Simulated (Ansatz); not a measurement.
Write the native input for Ansatz 0.2.0 that does the following.

```
Task                : single point
Functional          : HSE06
Potentials or basis : Ansatz PAW
Cutoff              : 420 eV (not typed: the program's choice for these potentials)
k mesh              : 6 × 6 × 6
Occupations         : fermi-dirac, width 0.05 eV
Spin                : spin-orbit coupling, no magnetisation
```

The system is Au.

```
Au
1.0
     0.00000    2.03500    2.03500
     2.03500    0.00000    2.03500
     2.03500    2.03500    0.00000
Au
1
Direct
  0.00000 0.00000 0.00000
```

One way to write it, as run:

input.yaml

```yaml
crystal:
  lattice:
    - [0.0, 2.035, 2.035]
    - [2.035, 0.0, 2.035]
    - [2.035, 2.035, 0.0]
  atoms:
    - { symbol: Au, position: [0.0, 0.0, 0.0] }
hamiltonian:
  xc: hse06
  pseudopotentials: { kind: paw_fr }
magnetization:
  noncollinear: true
  spin_orbit: true
kpoints:
  mp_grid: { grid: [6, 6, 6] }
scf:
  occupations: { method: fermi_dirac, width: 0.05 }
output:
  forces: true
  stress: true
  eigenvalues: true
```

Potentials or basis: Ansatz PAW.

Launch:

```bash
$ ansatz run input.yaml --threads 2 --pin off --max-ram 5632MiB --backend cpu --events-out ev --progress --plain --runs-dir out
```

Results of the run:

The pressure is 6.9 GPa. The band gap on the k mesh is none (metal or under the smearing width).

Caveat: the k mesh is coarse (spacing up to 0.45 Å⁻¹), so the values aren't converged, least of all with exact exchange; the PAW data sets come from PBE, with cores solved anew for the run's functional, which leaves a small shift of forces and pressure; the thresholds are loose for stress.

It took 42 s on 2 threads of Arm Neoverse V1, on a shared host, peak memory 0.72 GiB.
